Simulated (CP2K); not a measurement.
# BaTe in CP2K: the effect of functional

Crystal: BaTe.

```xyz
2
Lattice="4.8225 0.0000 0.0000 2.4112 4.1764 0.0000 2.4112 1.3921 3.9375" Properties=species:S:1:pos:R:3 pbc="T T T"
Ba    0.0000    0.0000    0.0000
Te    4.8225    2.7843    1.9688
```

Alike in all runs:

```yaml
Program: CP2K 2026.2
Task: single point
Potentials_or_basis: POTENTIAL_UZH Ba GTH-PBE-q10, Te GTH-PBE-q6; TZVP-MOLOPT-PBE-GTH basis
Density_cutoff: 9184 eV
k_mesh: 7 × 7 × 7
Occupations: fermi-dirac, width 0.05 eV
Spin: no spin polarisation
```

| functional | gap on the mesh (eV) | pressure (GPa) |
| --- | --- | --- |
| LDA | 1.16 | 2.1 |
| PBEsol | 1.24 | 2.8 |
| PW91 | 1.39 | 4.2 |
| OLYP | 1.74 | 5.7 |
| revPBE | ? | ? |
| MS2 | 1.82 | 4.7 |

Q: What does the run with functional revPBE give?

A: gap on the mesh 1.49 eV; pressure 5.1 GPa.

Caveats: the potentials were made for another functional, which shifts forces and pressure; spin-orbit coupling is left out, which moves the levels of the heavy elements; an odd mesh through Γ misses points on the zone boundary, where band edges often lie; the basis of atomic orbitals isn't converged, which shifts pressures, moduli and gaps.

Runs at the PBE level aren't shown here.
